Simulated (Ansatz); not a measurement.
**Bi2Te3: response to strain**

Aim: deform Bi2Te3 (equal xy, yz and zx engineering shear strains of -1 %) and compute stress, forces and field gradients with LAPW, PAW and all-electron datasets made for the crystal.

Method: DFT PBE, scalar-relativistic, in Ansatz 0.2.0.

### 1 The structure to begin with

The structure is trigonal, space group R-3m (No. 166). The conventional cell has a = 4.386 Å, b = 4.386 Å, c = 30.497 Å, α = 90.00°, β = 90.00°, γ = 120.00°. Bi (site symmetry 3m) is surrounded by 6 Te at 3.07 to 3.25 Å. Te (site symmetry -3m) has 6 Bi at 3.25 Å as nearest neighbours. Te (site symmetry 3m) has 3 Bi at 3.07 Å as nearest neighbours.

Structure file:

```xyz
5
Lattice="2.1930 1.2661 10.1657 -2.1930 1.2661 10.1657 0.0000 -2.5323 10.1657" Properties=species:S:1:pos:R:3 pbc="T T T"
Bi    0.0000    0.0000   12.1988
Bi    0.0000    0.0000   18.2982
Te    0.0000    0.0000    0.0000
Te    0.0000    0.0000    6.3891
Te    0.0000    0.0000   24.1079
```

Atoms are numbered in the order of the input: Bi1, Bi2, Te3, Te4, Te5.

### 2 After the deformation

Space group R-3m before, P-1 after.

### 3 Full-potential LAPW

input.yaml reads:

```yaml
crystal:
  lattice:
    - [2.1358415611, 1.2043361099, 10.1483743499]
    - [-2.2501595557, 1.2262661155, 10.1703043555]
    - [-0.0381670554, -2.5830872754, 10.1783312946]
  atoms:
    - { symbol: Bi, position: [0.4, 0.4, 0.4] }
    - { symbol: Bi, position: [0.6, 0.6, 0.6] }
    - { symbol: Te, position: [0.0, 0.0, 0.0] }
    - { symbol: Te, position: [0.2095, 0.2095, 0.2095] }
    - { symbol: Te, position: [0.7905, 0.7905, 0.7905] }
kpoints:
  mp_grid: { grid: [7, 7, 7] }
  band_path:
    path:
      - [0.0, 0.0, 0.0]
      - [0.0, 0.0, -0.5]
      - [0.5, 0.5, 0.5]
      - [0.0, 0.0, 0.0]
      - [0.0, -0.5, 0.0]
      - [0.5, 0.0, 0.0]
      - [0.0, 0.0, 0.0]
      - [0.5, 0.0, 0.5]
      - [0.0, -0.5, -0.5]
    npoints: 5
scf:
  occupations: { method: fermi_dirac, width: 0.08 }
hamiltonian:
  xc: pbe
  pseudopotentials: { kind: all_electron, lapw: { basis_error: 0.001 } }
output:
  forces: true
  stress: true
  eigenvalues: true
```

Launch:

```
$ ansatz run input.yaml --threads 2 --pin off --max-ram 6144MiB --backend cpu --events-out ev --progress --plain --runs-dir out
```

### 4 PAW on the default files

input.yaml, as its differences from that of step 3:

```diff
@@ -13,14 +13,2 @@
   mp_grid: { grid: [7, 7, 7] }
-  band_path:
-    path:
-      - [0.0, 0.0, 0.0]
-      - [0.0, 0.0, -0.5]
-      - [0.5, 0.5, 0.5]
-      - [0.0, 0.0, 0.0]
-      - [0.0, -0.5, 0.0]
-      - [0.5, 0.0, 0.0]
-      - [0.0, 0.0, 0.0]
-      - [0.5, 0.0, 0.5]
-      - [0.0, -0.5, -0.5]
-    npoints: 5
 scf:
@@ -29,3 +17,3 @@
   xc: pbe
-  pseudopotentials: { kind: all_electron, lapw: { basis_error: 0.001 } }
+  pseudopotentials: { kind: paw }
 output:
@@ -34 +22,2 @@
   eigenvalues: true
+  efg: { contact_densities: true }
```

### 5 All-electron PAW on datasets made for the crystal

input.yaml, as its differences from that of step 4:

```diff
@@ -17,3 +17,3 @@
   xc: pbe
-  pseudopotentials: { kind: paw }
+  pseudopotentials: { kind: all_electron, datasets: crystal }
 output:
```

(Steps that only read results are left out.)

What does the calculation give? Wanted: pressure; largest shear or deviatoric stress.

The runs gave:

```
                                 quantity                                           value
                                 pressure  LAPW 1.93, PAW 1.91, crystal datasets 1.93 GPa
largest shear or deviatoric stress (LAPW)                                        0.56 GPa
```

What this shows: The largest part of the stress beyond the pressure is 0.56 GPa in size, in the yz component; the atoms are carried along and not relaxed. No run of the undeformed cell stands beside it, so the pressure holds what the given cell had before the change. PAW: stress within 0.02 GPa of LAPW, forces within 1 meV/Å. Crystal datasets: stress within 0.01 GPa of LAPW, forces within 1 meV/Å. Spin-orbit coupling is left out, though the cell holds Bi; in elements this heavy it can shift bands and gaps by tenths of an eV.
